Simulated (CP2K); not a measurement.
## Al: equation of state with r2SCAN

Al:

```
CELL_PARAMETERS angstrom
2.75607 0.00000 0.00000
-0.91869 2.59845 0.00000
-0.91869 -1.29922 2.25032
ATOMIC_POSITIONS crystal
Al 0.00000 0.00000 0.00000
```

This isn't the form of Al at room conditions, which is fcc.

* Program: CP2K 2026.2
* Task: equation of state
* Functional: r2SCAN
* Potentials or basis: POTENTIAL_UZH Al GTH-SCAN-q3; TZVP-MOLOPT-SCAN-GTH basis
* Density cutoff: 9184 eV
* k mesh: 12 × 12 × 12
* Occupations: fermi-dirac, width 0.1 eV
* Spin: no spin polarisation

The equilibrium volume is 16.15 Å³/atom. The bulk modulus is 80 GPa and the pressure derivative of the bulk modulus is 4.2.

Energy against volume, from the lowest point:
```
volume (Å³/atom)  energy (meV/atom)
          15.149              17.30
          15.471               7.64
          15.793               2.01
          16.116               0.00
          16.438               1.26
          16.760               5.46
          17.083              12.32
```

All runs of the series together: 9.6 min on 1 thread of Intel(R) Xeon(R) Platinum 8488C (Sapphire Rapids), on a shared host.

Caveat: the basis of atomic orbitals isn't converged, which shifts pressures, moduli and gaps.
